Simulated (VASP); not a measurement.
**H21ClO10: single point with PBEsol**

Crystal: H21ClO10.

```
O H Cl
1.0
     7.05400    0.00000    0.00000
     0.00000    7.05400    0.00000
     0.00000    0.00000    7.05400
O H Cl
10 21 1
Direct
  0.61126 0.14984 0.00488
  0.17149 0.22926 0.11985
  0.48927 0.95510 0.54457
  0.19266 0.84651 0.97498
  0.46762 0.55893 0.82676
  0.08910 0.11666 0.78295
  0.86029 0.80903 0.63384
  0.71834 0.27946 0.59569
  0.99820 0.71172 0.21626
  0.84845 0.38839 0.19614
  0.53151 0.20295 0.90829
  0.57811 0.01610 0.00138
  0.16433 0.17807 0.98709
  0.28541 0.29851 0.13910
  0.60534 0.90584 0.60537
  0.47158 0.86347 0.44315
  0.11055 0.88358 0.87224
  0.27509 0.73278 0.93300
  0.59192 0.50183 0.83106
  0.42203 0.56440 0.69965
  0.16418 0.15103 0.67163
  0.96661 0.18778 0.75719
  0.87771 0.73511 0.51755
  0.91059 0.92546 0.58224
  0.60680 0.19656 0.56480
  0.77654 0.31450 0.46917
  0.93278 0.57976 0.18537
  0.07781 0.79811 0.10585
  0.74862 0.32246 0.12659
  0.97696 0.31525 0.17134
  0.10557 0.68096 0.33073
  0.26493 0.57538 0.47477
```

The cell was built by a generator and needn't be a form met in nature.

| Item | Value |
| --- | --- |
| Program | VASP 6.6.1 |
| Task | single point |
| Functional | PBEsol |
| Potentials or basis | VASP PAW PBE potentials, release 64 (O, H, Cl) |
| Cutoff | 520 eV |
| k mesh | 1 × 1 × 1 |
| Occupations | fermi-dirac, width 0.02 eV |
| Spin | no spin polarisation |
| Dipole correction | no |
| Further INCAR settings | LREAL = Auto; ALGO = Normal; EDIFF = 1e-06; NBANDS = 66 |

```
Pressure               : 0.3 GPa
Largest force          : 2.728 eV/Å
Band gap on the k mesh : 4.06 eV, direct
```

Forces on the atoms (eV/Å):
```
O    0.245 -0.203  0.351
O   -1.346 -0.677  0.118
O    0.350  0.584  0.334
O    1.879 -1.780  0.364
O   -0.052  0.202  2.720
O   -1.546  1.172 -1.142
O   -0.298 -0.195 -0.378
O    0.343 -0.075 -0.766
O    0.199  0.092  1.373
O    1.312 -0.171  0.556
H   -0.434  0.556 -0.684
H    0.092 -0.207  0.258
H    0.172  0.326  0.248
H    0.989  0.674  0.177
H    0.177 -0.177  0.107
H   -0.488 -0.200 -0.174
H   -0.308  0.412 -1.240
H   -0.764  1.076  0.307
H    0.411  0.022 -0.407
H   -0.404 -0.073 -1.846
H    0.415 -0.076 -0.014
H    0.545 -0.511  0.186
H   -0.138 -0.707  0.087
H    0.263  0.944  0.342
H    0.670  0.142 -0.163
H   -0.659 -0.154  0.744
H    0.078  0.623  0.010
H   -0.008 -1.236  0.207
H   -0.288 -0.405 -0.286
H   -0.568  0.352  0.014
H   -0.842 -0.105 -1.150
Cl   0.005 -0.228 -0.254
```

Stress tensor (GPa, compression positive):
```
-0.94  0.91  1.29
 0.91  0.21 -0.43
 1.29 -0.43  1.55
```

Levels at points of the mesh, in eV from the valence-band top:
```csv
k point,band 40,band 41,band 42,band 43,band 44,band 45,band 46,band 47,band 48,band 49
"(0.00, 0.00, 0.00)",-0.81,-0.61,-0.37,-0.14,0.00,4.06,6.50,7.11,7.24,7.53
```

It took 37 s on 1 thread of Intel(R) Xeon(R) Platinum 8488C (Sapphire Rapids) (shared host), peak memory 0.37 GiB.

Caveat: the PAW data sets were made with another functional, which shifts forces and pressure a little. PBEsol gaps usually lie below the measured ones, often by a third to a half.
